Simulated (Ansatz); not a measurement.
RuO$_{2}$:
```
CELL_PARAMETERS angstrom
      4.52347     0.00000     0.00000
      0.00000     4.52347     0.00000
      0.00000     0.00000     3.12045
ATOMIC_POSITIONS crystal
  Ru 0.50000 0.50000 0.50000
  Ru 0.00000 0.00000 0.00000
  O  0.80571 0.19429 0.50000
  O  0.19429 0.80571 0.50000
  O  0.30571 0.30571 0.00000
  O  0.69429 0.69429 0.00000
```

Relaxed with PBE. Special points in fractions of this cell's reciprocal vectors: Γ (0.000, 0.000, 0.000); X (0.000, 0.500, 0.000); M (0.500, 0.500, 0.000); Z (0.000, 0.000, 0.500); R (0.000, 0.500, 0.500); A (0.500, 0.500, 0.500).

Problem. List the band energies nearest the Fermi level at these points for plane-wave PAW PBE with spin–orbit coupling (Ansatz code).

Solution. In eV from the Fermi level; about four levels below and three above (degenerate sets whole), none deeper than 8.9 eV; points with the same levels are listed once.

| k | below | above |
|---|---|---|
| Γ | -1.27 -1.27 -0.84 -0.84 | 1.45 1.45 1.70 1.70 |
| X | -0.33 -0.33 -0.33 -0.33 | 0.38 0.38 0.38 0.38 |
| M | -1.23 -1.23 -1.23 -1.23 | 0.80 0.80 0.80 0.80 |
| Z | -0.04 -0.04 -0.04 -0.04 | 0.85 0.85 0.85 0.85 |
| R | -0.59 -0.59 -0.53 -0.53 | 1.03 1.03 1.14 1.14 |
| A | -0.48 -0.48 -0.48 -0.48 | 0.21 0.21 0.21 0.21 |

Space group P4_2/mnm (rutile). The cell was relaxed with PBE under the symmetry of its start. No spin polarisation was allowed.

Potentials: the earlier of the program's two PAW sets.
